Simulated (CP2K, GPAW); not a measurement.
Given: the input of a run of GPAW 26.7.0 on Ta. 

Ta.cif

```cif
data_Ta
_cell_length_a 2.86010086
_cell_length_b 2.86010086
_cell_length_c 2.86010086
_cell_angle_alpha 109.47122063
_cell_angle_beta 109.47122063
_cell_angle_gamma 109.47122063
_space_group_name_H-M_alt 'P1'
_space_group_name_Hall 'P 1'
_space_group_IT_number 1
loop_
_space_group_symop_operation_xyz
'x,y,z'
loop_
_atom_site_label
_atom_site_type_symbol
_atom_site_symmetry_multiplicity
_atom_site_Wyckoff_symbol
_atom_site_fract_x
_atom_site_fract_y
_atom_site_fract_z
_atom_site_occupancy
Ta1 Ta 1 a 0.0000000000 0.0000000000 0.0000000000 1
```

Potentials or basis: GPAW PAW data sets (gpaw-data 1.2.1), pw.

The run is started by

```sh
$ OMP_NUM_THREADS=1 gpaw run Ta.cif -p 'mode=PW(600),xc=PBE,kpts={size:(11,11,11),gamma:True},occupations={name:fermi-dirac,width:0.05},nbands=15,convergence={density:1e-05,energy:1e-05},maxiter=150,txt=gpaw.txt' --properties efs -w gs.gpw
```

What does the same run look like in CP2K 2026.2? Potentials or basis there: POTENTIAL_UZH Ta GTH-PBE-q13; TZVP-MOLOPT-PBE-GTH basis.

As run (cutoffs and basis follow the program's own potentials, and thresholds, step limits or extra output files can differ):

File ta_scf.inp:

```
&GLOBAL
  PROJECT ta_scf
  RUN_TYPE ENERGY_FORCE
  PRINT_LEVEL LOW
&END GLOBAL
&FORCE_EVAL
  METHOD QS
  STRESS_TENSOR ANALYTICAL
  &DFT
    BASIS_SET_FILE_NAME BASIS_MOLOPT_UZH
    POTENTIAL_FILE_NAME POTENTIAL_UZH
    &MGRID
      CUTOFF 450
      REL_CUTOFF 60
      NGRIDS 4
    &END MGRID
    &QS
      METHOD GPW
      EPS_DEFAULT 1.0E-9
    &END QS
    &KPOINTS
      SCHEME MONKHORST-PACK 11 11 11
      GAMMA_CENTERED T
      SYMMETRY T
      SYMMETRY_BACKEND SPGLIB
    &END KPOINTS
    &SCF
      SCF_GUESS ATOMIC
      EPS_SCF 1.0E-6
      MAX_SCF 100
      ADDED_MOS 11
      CHOLESKY OFF
      EPS_EIGVAL 1.0E-7
      &DIAGONALIZATION ON
        ALGORITHM STANDARD
      &END DIAGONALIZATION
      &MIXING ON
        METHOD BROYDEN_MIXING
        ALPHA 0.4
        BETA 1.5
        NBUFFER 8
      &END MIXING
      &SMEAR ON
        METHOD FERMI_DIRAC
        ELECTRONIC_TEMPERATURE [K] 580.226
      &END SMEAR
    &END SCF
    &XC
      &XC_FUNCTIONAL PBE
      &END XC_FUNCTIONAL
    &END XC
    &PRINT
      &KPOINTS ON
      &END KPOINTS
      &MULLIKEN ON
      &END MULLIKEN
      &MO ON
        ENERGIES T
        OCCUPATION_NUMBERS T
        &EACH
          QS_SCF 0
        &END EACH
        ADD_LAST NUMERIC
      &END MO
    &END PRINT
  &END DFT
  &SUBSYS
    &CELL
      A 2.8601008575 0.0000000000 0.0000000000
      B -0.9533669525 2.6965289483 0.0000000000
      C -0.9533669525 -1.3482644742 2.3352625713
      PERIODIC XYZ
    &END CELL
    &COORD
      Ta  0.0000000000 0.0000000000 0.0000000000
    &END COORD
    &KIND Ta
      BASIS_SET TZVP-MOLOPT-PBE-GTH-q13
      POTENTIAL GTH-PBE-q13
    &END KIND
    &PRINT
      &ATOMIC_COORDINATES ON
      &END ATOMIC_COORDINATES
      &CELL ON
      &END CELL
    &END PRINT
  &END SUBSYS
  &PRINT
    &FORCES ON
    &END FORCES
    &STRESS_TENSOR ON
    &END STRESS_TENSOR
  &END PRINT
&END FORCE_EVAL
```

Potentials or basis: POTENTIAL_UZH Ta GTH-PBE-q13; TZVP-MOLOPT-PBE-GTH basis.

Command:

```bash
$ OMP_NUM_THREADS=1 cp2k.psmp -i ta_scf.inp -o ta_scf.out
```

Both were run:

|  | GPAW | CP2K |
| --- | --- | --- |
| Pressure | 2.9 GPa | 1.5 GPa |

Pressure is positive in compression.
